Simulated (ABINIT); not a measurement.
The system is I.

```
CELL_PARAMETERS angstrom
3.63503 -2.39502 0.00000
3.63503 2.39502 0.00000
0.00000 0.00000 9.79344
ATOMIC_POSITIONS crystal
I 0.64930 0.35070 0.38440
I 0.14930 0.85070 0.11560
I 0.35070 0.64930 0.61560
I 0.85070 0.14930 0.88440
```

Base run:

```yaml
Program: ABINIT 10.8.3 (patched build)
Functional: AM05
Potentials_or_basis: JTH PAW PBE v2.0
Cutoff: 408 eV
k_mesh: 7 × 7 × 3
Occupations: fermi-dirac, width 0.05 eV
Spin: no spin polarisation
```

Its results: band gap on the k mesh 1.28 eV, indirect (least direct gap 1.37 eV); pressure 1.0 GPa; largest force 0.821 eV/Å.

Problem. After a change of settings the same cell gave: band gap on the k mesh 1.36 eV, indirect (least direct gap 1.45 eV); pressure 3.3 GPa; largest force 0.973 eV/Å. Which change was it?
A. functional from AM05 to PBEsol; k mesh from 7 × 7 × 3 to 6 × 6 × 2
B. functional from AM05 to PBE; k mesh from 7 × 7 × 3 to 9 × 9 × 4
C. functional from AM05 to PW91
D. functional from AM05 to RPBE

Solution. D.

RPBE binds less tightly than AM05, so the same cell stands under more pressure.

Caveats: the PAW data sets were made with another functional, which shifts forces and pressure a little; spin-orbit coupling is left out, which moves the levels of the heavy elements.

Not every run made on this cell is shown here.
